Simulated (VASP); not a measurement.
Here is a VASP 6.6.1 calculation.

File INCAR:

```
SYSTEM = CdSe
PREC     = Accurate       ! precision mode
ENCUT    = 520            ! plane-wave cutoff, eV
EDIFF    = 1E-7           ! SCF threshold, eV
ISMEAR   = 0              ! smearing method
SIGMA    = 0.1            ! smearing width, eV
LREAL    = .False.        ! projectors in reciprocal space
LASPH    = .True.         ! aspherical terms in the spheres
NELM     = 60             ! most SCF steps
ALGO     = Normal         ! electronic algorithm
ISIF     = 3              ! what is computed and relaxed
LWAVE    = .False.        ! write WAVECAR
LCHARG   = .False.        ! write CHGCAR
GGA      = PS             ! functional
IBRION   = 2              ! ionic algorithm
NSW      = 80             ! ionic steps
EDIFFG   = -0.002         ! ionic threshold
PSTRESS  = 48.0
```

The input KPOINTS:

```
Automatic mesh
0
Gamma
  8 8 8
  0 0 0
```

File POSCAR:

```
CdSe                                    
1.0
    0.0000000000      2.7051281866      2.7051281866
    2.7051281866      0.0000000000      2.7051281866
    2.7051281866      2.7051281866      0.0000000000
  Cd              Se            
     1     1
Direct
     0.0000000000000000    0.0000000000000000    0.0000000000000000
     0.5000000000000000    0.5000000000000000    0.5000000000000000
```

Potentials or basis: VASP PAW PBE potentials, release 64 (Cd, Se).

Launch:

```bash
$ cat potpaw_PBE.64/Cd/POTCAR potpaw_PBE.64/Se/POTCAR > POTCAR
$ mpirun -np 1 vasp_std > vasp.out
```

Problem. Predict the band gap on the k mesh.

Solution. None (metal or under the smearing width).

Problem. Estimate the space group after relaxing (to 0.05 Å).

Solution. Fm-3m (No. 225).

Problem. Estimate the relaxed cell.

Solution. a = 3.911 Å, b = 3.911 Å, c = 3.911 Å, α = 60.00°, β = 60.00°, γ = 60.00°.

Problem. Estimate the relaxed volume.

Solution. 21.15 Å³/atom.

Final structure:
```
Cd Se
1.0
     0.00000    2.76551    2.76551
     2.76551    0.00000    2.76551
     2.76551    2.76551    0.00000
Cd Se
1 1
Direct
  0.00000 0.00000 0.00000
  0.50000 0.50000 0.50000
```

Caveat: the cell is relaxed towards a set pressure, so the enthalpy falls and the energy may rise; the PAW data sets were made with another functional, which shifts forces and pressure a little.
